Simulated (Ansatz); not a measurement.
Crystal: Li.

```
Li
1.0
    -1.75465    1.75465    1.75465
     1.75465   -1.75465    1.75465
     1.75465    1.75465   -1.75465
Li
1
Cartesian
  0.0000 0.0000 0.0000
```

Base run:

```yaml
Program: Ansatz 0.2.0
Functional: PBEsol
Potentials_or_basis: all-electron LAPW, scalar-relativistic
Cutoff: 67 eV
Density_cutoff: 269 eV
Basis_error_allowed: 0.001 eV/atom
k_mesh: 11 × 11 × 11
Occupations: fermi-dirac, width 0.05 eV
Spin: no spin polarisation
```

Its results: pressure -0.8 GPa.

Q: The run is repeated on the same cell with these changes: functional from PBEsol to RPBE. What comes out?

A: Pressure -0.3 GPa.

RPBE binds less tightly than PBEsol, so the same cell stands under more pressure.

Not every run made on this cell is shown here.
